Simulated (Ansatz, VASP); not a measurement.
# Ta2Cd2O7: VASP beside Ansatz

One calculation is typed for both programs; each brings its own data sets. How far apart do they land? The cell is taken from a series of runs on this material, whose earlier steps may have relaxed, scaled, displaced or heated it; both programs get it as it stands.

Program: Ansatz 0.2.0. Level of theory: plane waves, with VASP 6.6.1 beside it; relaxation of cell and atoms at PBEsol and relaxation of cell and atoms at LDA. Results are calculated unless marked as measured.

### Step 1. The starting structure

The structure is cubic, space group Fd-3m (No. 227). The conventional cell has a = 10.380 Å, b = 10.380 Å, c = 10.380 Å, α = 90.00°, β = 90.00°, γ = 90.00°. Nearest to Ta lie 6 O at 1.99 Å. Nearest to Cd lie 8 O at 2.25 to 2.58 Å. Nearest to O lie 4 Cd at 2.25 Å. Nearest to O lie 2 Ta at 1.99 Å and 2 Cd at 2.58 Å. Farther neighbours and most contacts between anions are not listed.

### Step 2. Ansatz: relaxation of cell and atoms, PBEsol

Ansatz runs on its default PAW (the set named soft_2) files.

The relaxed volume is the usual yardstick between codes: in a stiff, nearly cubic crystal its relative difference is about their pressure difference at one cell divided by the bulk modulus.

input.yaml

```yaml
crystal:
  lattice:
    - [0.0, 5.19, 5.19]
    - [5.19, 0.0, 5.19]
    - [5.19, 5.19, 0.0]
  atoms:
    - { symbol: Ta, position: [0.125, 0.125, 0.125] }
    - { symbol: Ta, position: [0.625, 0.125, 0.125] }
    - { symbol: Ta, position: [0.125, 0.125, 0.625] }
    - { symbol: Ta, position: [0.125, 0.625, 0.125] }
    - { symbol: Cd, position: [0.625, 0.625, 0.625] }
    - { symbol: Cd, position: [0.125, 0.625, 0.625] }
    - { symbol: Cd, position: [0.625, 0.625, 0.125] }
    - { symbol: Cd, position: [0.625, 0.125, 0.625] }
    - { symbol: O, position: [0.5, 0.5, 0.5] }
    - { symbol: O, position: [0.75, 0.75, 0.75] }
    - { symbol: O, position: [0.8, 0.2, 0.2] }
    - { symbol: O, position: [0.45, 0.05, 0.45] }
    - { symbol: O, position: [0.2, 0.8, 0.8] }
    - { symbol: O, position: [0.05, 0.45, 0.05] }
    - { symbol: O, position: [0.2, 0.8, 0.2] }
    - { symbol: O, position: [0.45, 0.45, 0.05] }
    - { symbol: O, position: [0.8, 0.2, 0.8] }
    - { symbol: O, position: [0.05, 0.05, 0.45] }
    - { symbol: O, position: [0.45, 0.05, 0.05] }
    - { symbol: O, position: [0.2, 0.2, 0.8] }
    - { symbol: O, position: [0.05, 0.45, 0.45] }
    - { symbol: O, position: [0.8, 0.8, 0.2] }
kpoints:
  mp_grid: { grid: [4, 4, 4] }
hamiltonian:
  xc: pbesol
scf:
  occupations: { method: gaussian, width: 0.02 }
output:
  forces: true
  stress: true
  eigenvalues: true
relax:
  adjacent_minimum: "off"
  f_tol: 0.005
  max_steps: 60
  cell: { stress_tol: 0.03 }
```

Run with:

```console
$ ansatz run input.yaml --threads 4 --pin off --max-ram 16384MiB --backend cpu --events-out ev --progress --plain --runs-dir out
```

Numbers of over 12 decimals in the logs are rounded to 6 here.

Log:

```text
Engine: ansatz 0.2.0, aarch64-unknown-linux-gnu
Pseudopotentials: kind: paw
Pseudopotential: Ta, paw, valence charge 13, recommended cutoff 420 eV (normal), Ta.paw.azcp
Pseudopotential: Cd, paw, valence charge 20, recommended cutoff 420 eV (normal), Cd.paw.azcp
Pseudopotential: O, paw, valence charge 6, recommended cutoff 420 eV (normal), O.paw.azcp
Functional definition: PBEsol
  exchange = pbesol_x
  correlation = pbesol_c
Crystal: 22 atoms, lattice volume = 279.597 Å³
Basis set: ecut = 420 eV, 5577 PW (Γ), exchange–correlation on 100×100×100 points (8 copies of the dense FFT grid, shifted against one another)
Bands: 130, of which v1, the nominal top of the filled ones, is band 108 counted from 1 (107 counted from 0)
Symmetry: 48 space group operations
Space group: Fd-3m (ITA 227), of the structure as read, at distance tolerance 6.5e-5 Å
k-points: 8 of 64
Non-local potential: Ta, projectors of the file, l = 0: 3, l = 1: 2, l = 2: 2, l = 3: 1
Non-local potential: Cd, projectors of the file, l = 0: 3, l = 1: 2, l = 2: 2, l = 3: 1
Non-local potential: O, projectors of the file, l = 0: 2, l = 1: 2, l = 2: 1
PAW form: soft (Blöchl's): semilocal exchange-correlation on the pseudo side does not see the compensation charge
PAW frozen core: Ta, regenerated for the run's functional, and the local potential with it (the file was generated under x = pbe(κ = 0.804, μ = 0.219515), c = pbe(β = 0.066725))
PAW frozen core: Cd, regenerated for the run's functional, and the local potential with it (the file was generated under x = pbe(κ = 0.804, μ = 0.219515), c = pbe(β = 0.066725))
PAW frozen core: O, regenerated for the run's functional, and the local potential with it (the file was generated under x = pbe(κ = 0.804, μ = 0.219515), c = pbe(β = 0.066725))
PAW one-centre angular grid: Ta, 590 points (default); XC on 64 Gauss nodes
PAW one-centre angular grid: Cd, 590 points (default); XC on 64 Gauss nodes
PAW one-centre angular grid: O, 110 points (default); XC on 64 Gauss nodes
Initial density: superposition of atomic densities (neutral atoms: chi_scale 0, normalization atom), corrected by the library's trained network
Initial wavefunctions: pseudopotential atomic-orbital guess
Functional: x = pbesol(κ = 0.804, μ = 0.123457), c = pbesol(β = 0.046)
SCF iter   1: F=—  HF=-79828.216551 eV  |F-HF|=—  |Δ(HF+E_count)|=         —  Δρ=1.73e-2  dr2=6.97e-1  ethr=1.77e-3  ⟨swp⟩=6.1  Hψ=3675  notcnv=0  defer=64
preconditioner: auto → Resta (q_TF=auto, 2.613 Å⁻¹)  ε∞=6.7  [insulator: Δε(μ)=1.695 eV  Ē_g=11.430 eV  σ=0.020 eV  W_gap=1.00  n_scr=64 (ndim 8)  ℏωp=27.4 eV  f_vac=0.048  D(μ)=0.00/eV (n_scr^D=0)  ε∞_Penn≈6.7]
SCF iter   2: F=—  HF=-79828.056712 eV  |F-HF|=—  |Δ(HF+E_count)|=   1.60e-1  Δρ=3.92e-3  dr2=4.59e-2  ethr=3.23e-4  ⟨swp⟩=2.0  Hψ=1777  notcnv=0  defer=120
SCF iter   3: F=—  HF=-79828.049563 eV  |F-HF|=—  |Δ(HF+E_count)|=   7.15e-3  Δρ=1.54e-3  dr2=8.77e-3  ethr=2.13e-5  ⟨swp⟩=2.0  Hψ=1488  notcnv=0  defer=120
SCF iter   4: F=—  HF=-79828.048724 eV  |F-HF|=—  |Δ(HF+E_count)|=   8.39e-4  Δρ=1.08e-3  dr2=3.50e-3  ethr=4.06e-6  ⟨swp⟩=2.0  Hψ=1454  notcnv=0  defer=120
SCF iter   5: F=—  HF=-79828.048217 eV  |F-HF|=—  |Δ(HF+E_count)|=   5.08e-4  Δρ=2.43e-4  dr2=1.74e-4  ethr=1.62e-6  ⟨swp⟩=2.0  Hψ=1434  notcnv=0  defer=120
SCF iter   6: F=—  HF=-79828.048249 eV  |F-HF|=—  |Δ(HF+E_count)|=   3.24e-5  Δρ=8.46e-5  dr2=2.74e-5  ethr=8.05e-8  ⟨swp⟩=2.0  Hψ=1432  notcnv=0  defer=120
SCF iter   7: F=—  HF=-79828.048101 eV  |F-HF|=—  |Δ(HF+E_count)|=   1.48e-4  Δρ=2.54e-5  dr2=2.07e-6  ethr=1.27e-8  ⟨swp⟩=2.0  Hψ=1539  notcnv=0  defer=120
SCF iter   8: F=-79828.048104 eV  HF=-79828.048104 eV  |F-HF|=5.17e-8  |Δ(HF+E_count)|=   2.41e-6  Δρ=4.43e-6  dr2=5.35e-8  ethr=4.63e-11  ⟨swp⟩=10.2  Hψ=4925  notcnv=0
SCF 1 converged in 8 iterations: F = -79828.048104 eV  dr2 = 5.35e-8
  greatest PAW one-centre occupation: 1.000 electrons in one spin orbital (limit 2), on the Cd atom at site 7 (counted from 0), in its partial waves of l = 0
relax step   1: F+E_penalty+E_count = -79828.04810385 eV  Δ(F+E_penalty+E_count) = +0.000e0 eV  max|allowed force component| = 9.900e-1 eV/Å  Δτ_max = 0.0000 Å  P = -4.716 GPa  Ω = 279.597 Å³  (8 SCF iters, dr2 threshold 1.00e-7 eV, accepted)
Crystal: 22 atoms, lattice volume = 280.017 Å³
Initial density: handed on by an earlier stage of this run
Initial wavefunctions: those handed on with the density
iter 1 solved again at ethr=3.84e-5 eV; its pass at ethr=3.10e-3 eV (dr2=8.29e-2 eV) is discarded
SCF iter   1: F=—  HF=-79828.484498 eV  |F-HF|=—  |Δ(HF+E_count)|=         —  Δρ=5.83e-3  dr2=8.50e-2  ethr=3.84e-5  ⟨swp⟩=3.8  Hψ=4250  notcnv=0
preconditioner: auto → Resta (q_TF=auto, 2.613 Å⁻¹)  ε∞=6.5  [insulator: Δε(μ)=2.034 eV  Ē_g=11.692 eV  σ=0.020 eV  W_gap=1.00  n_scr=64 (ndim 8)  ℏωp=27.4 eV  f_vac=0.046  D(μ)=0.00/eV (n_scr^D=0)  ε∞_Penn≈6.5]
[...]
E_vpaw       = -3135.585804  (= ΣTr[D̂ρ^β])
  E_aug_tail   = 0.033846  (compensation charges beyond the density's cutoff)
  E_ewald      = -21126.818632
  E_core_change = 2.716455  (= ΣΔE_core)
  E_smearing   = -0.000000  (= −TS)
  E_closure    = 0.000000  (closes the sum)
  Σ components = -79828.472535   (vs F -79828.472535, Δ=0.00e0)
--- Forces (eV/Å), atoms counted from 1 ---
  atom   1  Ta    -0.00000000     0.00000000     0.00000000
  atom   2  Ta    -0.00000000     0.00000000     0.00000000
  atom   3  Ta    -0.00000000     0.00000000    -0.00000000
  atom   4  Ta    -0.00000000     0.00000000     0.00000000
  atom   5  Cd     0.00000000    -0.00000000     0.00000000
  atom   6  Cd    -0.00000000     0.00000000     0.00000000
  atom   7  Cd    -0.00000000     0.00000000     0.00000000
  atom   8  Cd    -0.00000000    -0.00000000    -0.00000000
  atom   9  O      0.00000000     0.00000000     0.00000000
  atom  10  O     -0.00000000    -0.00000000    -0.00000000
  atom  11  O     -0.00039319    -0.00000000    -0.00000000
  atom  12  O      0.00000000    -0.00039319    -0.00000000
  atom  13  O      0.00039319    -0.00000000    -0.00000000
  atom  14  O      0.00000000     0.00039319     0.00000000
  atom  15  O     -0.00000000    -0.00039319    -0.00000000
  atom  16  O      0.00000000    -0.00000000    -0.00039319
  atom  17  O     -0.00000000     0.00039319     0.00000000
  atom  18  O     -0.00000000     0.00000000     0.00039319
  atom  19  O      0.00039319     0.00000000     0.00000000
  atom  20  O      0.00000000     0.00000000    -0.00039319
  atom  21  O     -0.00039319    -0.00000000     0.00000000
  atom  22  O      0.00000000     0.00000000     0.00039319
  max |Σ_I F_I| component: 1.19e-17 eV/Å
--- Stress (GPa, compression-positive) ---
       -0.025900      -0.000000      -0.000000
       -0.000000      -0.025900      -0.000000
       -0.000000      -0.000000      -0.025900
  P = ⅓ Tr σ = -0.0259 GPa (-0.259 kbar)
--- Band table (eV; the first three rows and the last of 8) ---
  k-point 0: bands = [... 104 lower, 8.8839, 9.0464, 9.0464, 9.0464, 11.4616, 13.3233, 13.3233, 13.6684, ... 18 higher]
  k-point 1: bands = [... 104 lower, 8.9749, 8.9749, 9.2808, 9.2808, 12.1308, 13.5251, 13.5251, 13.7947, ... 18 higher]
  k-point 2: bands = [... 104 lower, 9.1184, 9.2702, 9.4332, 9.4332, 12.9951, 13.5795, 13.6046, 13.6046, ... 18 higher]
  k-point 7: bands = [... 104 lower, 9.1252, 9.1252, 9.2973, 9.2973, 13.1576, 13.1576, 13.4775, 13.4775, ... 18 higher]
--- Relaxed structure (4 steps of the walk, 4 accepted, 1 SCFs on fresh bases) ---
  F+E_penalty+E_count = -79828.47253455 eV   max|allowed force component| = 3.932e-4 eV/Å   (the final SCF, on the basis selected at the relaxed cell)
  cell:  # Å, volume = 279.2658 Å³
    - [0, 5.187951, 5.187951]
    - [5.187951, 0, 5.187951]
    - [5.187951, 5.187951, 0]
  atoms:
    - { symbol: Ta, position: [0.125, 0.125, 0.125] }
    - { symbol: Ta, position: [0.625000, 0.125, 0.125000] }
    - { symbol: Ta, position: [0.125, 0.125, 0.625000] }
    - { symbol: Ta, position: [0.125, 0.625000, 0.125000] }
    - { symbol: Cd, position: [0.625, 0.625, 0.625] }
    - { symbol: Cd, position: [0.125000, 0.625, 0.625] }
    - { symbol: Cd, position: [0.625, 0.625, 0.125000] }
    - { symbol: Cd, position: [0.625, 0.125000, 0.625] }
    - { symbol: O, position: [0.5, 0.5, 0.5] }
    - { symbol: O, position: [0.75, 0.75, 0.75] }
    - { symbol: O, position: [0.806754, 0.193246, 0.193246] }
    - { symbol: O, position: [0.443246, 0.056754, 0.443246] }
    - { symbol: O, position: [0.193246, 0.806754, 0.806754] }
    - { symbol: O, position: [0.056754, 0.443246, 0.056754] }
    - { symbol: O, position: [0.193246, 0.806754, 0.193246] }
    - { symbol: O, position: [0.443246, 0.443246, 0.056754] }
    - { symbol: O, position: [0.806754, 0.193246, 0.806754] }
    - { symbol: O, position: [0.056754, 0.056754, 0.443246] }
    - { symbol: O, position: [0.443246, 0.056754, 0.056754] }
    - { symbol: O, position: [0.193246, 0.193246, 0.806754] }
    - { symbol: O, position: [0.056754, 0.443246, 0.443246] }
    - { symbol: O, position: [0.806754, 0.806754, 0.193246] }
```

In the SCF lines HF is the Harris–Foulkes energy and dr2 the Hartree energy of the density residual, in eV; the loop may stop once dr2 is under the threshold and the program's other checks hold. Hψ counts applications of the Hamiltonian.

[end of part 1 of 3]

[Lines on the potential files, build, host, timing and source positions are cut from VASP's logs without a mark.]

[Logs are printed without paths, hosts, clocks, repeated set-up lines and the standing remarks that a program may print on its own settings, such as how far it seeks lower states.]

[Hosts, paths, dates, database ids (printed as entryN), source tags and the programs' standing remarks are cut or masked in the printed files.]
